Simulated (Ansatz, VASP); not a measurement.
One calculation of SnO2, two programs

```
CELL_PARAMETERS angstrom
0.00000 2.48175 2.48175
2.48175 0.00000 2.48175
2.48175 2.48175 0.00000
ATOMIC_POSITIONS crystal
Sn 0.00000 0.00000 0.00000
O 0.25000 0.25000 0.25000
O 0.75000 0.75000 0.75000
```

Alike in both runs: task single point; functional r2SCAN; k mesh 8 × 8 × 8; no spin polarisation.

|  | VASP | Ansatz |
| --- | --- | --- |
| version | VASP 6.6.1 | Ansatz 0.2.0 |
| potentials or method | VASP PAW PBE potentials, release 64 (Sn_d, O) | plane waves, PAW |
| plane-wave cutoff (eV) | 520 | 500 |
| occupations | gaussian, width 0.01 eV | fixed |
| valence electrons in the cell | 26 | 26 |

VASP gave:

| Item | Value |
| --- | --- |
| gap on the k mesh at the Fermi level (eV) | 1.53 |
| pressure (GPa) | 18.1 |

**Question.** Which values does Ansatz return?

**Answer.** gap on the k mesh at the Fermi level (eV): 1.51; pressure (GPa): 16.3.

Caveats: so large a pressure means that the cell lies far from this level's equilibrium, or that cutoff or potentials fall short (VASP); the potentials were made for another functional, which shifts forces and pressure (VASP); spin-orbit coupling is left out, which moves the levels of the heavy elements. A k mesh can miss the band edges. r2SCAN opens gaps a little over a GGA but as a rule still falls short of measured ones.
